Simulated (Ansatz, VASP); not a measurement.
Pt in VASP and in Ansatz

POSCAR

```
Pt
1.0
    0.0000000000      1.8424544409      2.2109453291
    1.8424544409      0.0000000000      2.2109453291
    1.8424544409      1.8424544409      0.0000000000
Pt
1
Direct
    0.0000000000      0.0000000000      0.0000000000
```

Contents of INCAR.step1:

```
ALGO = Normal
EDIFF = 1E-4
ENCUT = 520
GGA = PE
ISMEAR = 0
LASPH = T
LCHARG = F
LREAL = F
LWAVE = T
NBANDS = 11
NELM = 100
PREC = Accurate
SIGMA = 0.15
```

INCAR.step2

```
ALGO = Normal
EDIFF = 1E-6
ENCUT = 520
ISIF = 2
ISMEAR = 0
ISTART = 1
LASPH = T
LCHARG = F
LMIXTAU = T
LREAL = F
LWAVE = F
METAGGA = R2SCAN
NBANDS = 11
NELM = 100
PREC = Accurate
SIGMA = 0.15
```

Contents of KPOINTS:

```
k-points
0
Gamma
  24 24 24
```

Input for Ansatz:

```yaml
crystal:
  lattice:
    - [0.0, 1.8424544409, 2.2109453291]
    - [1.8424544409, 0.0, 2.2109453291]
    - [1.8424544409, 1.8424544409, 0.0]
  atoms:
    - { symbol: Pt, position: [0.0, 0.0, 0.0] }
basis:
  ecutwfc: 500
kpoints:
  mp_grid: { grid: [24, 24, 24] }
hamiltonian:
  xc: r2scan
scf:
  occupations: { method: gaussian, width: 0.15 }
output:
  forces: true
  stress: true
  eigenvalues: true
```

Alike in both runs: task single point; functional r2SCAN; k mesh 24 × 24 × 24; occupations gaussian, width 0.15 eV; no spin polarisation.

|  | VASP | Ansatz |
| --- | --- | --- |
| version | VASP 6.6.1 | Ansatz 0.2.0 |
| potentials or method | VASP PAW PBE potentials, release 64 (Pt) | scalar-relativistic, plane waves, PAW |
| plane-wave cutoff (eV) | 520 | 500 |
| valence electrons in the cell | 10 | 18 |

```tsv
	VASP	Ansatz	Ansatz less VASP
gap on the k mesh at the Fermi level (eV)	none	none	-
pressure (GPa)	11.7	10.9	-0.84
largest component of the traceless stress (GPa)	19.32	19.06	-0.260
```

A gap of «none» marks a metal or a gap that the smearing closes. The two sets of potentials don't hold the same shells in valence.

Caveats: the PAW data sets were made with another functional, which shifts forces and pressure a little (VASP). Spin-orbit coupling is left out, which matters for the levels of Pt.
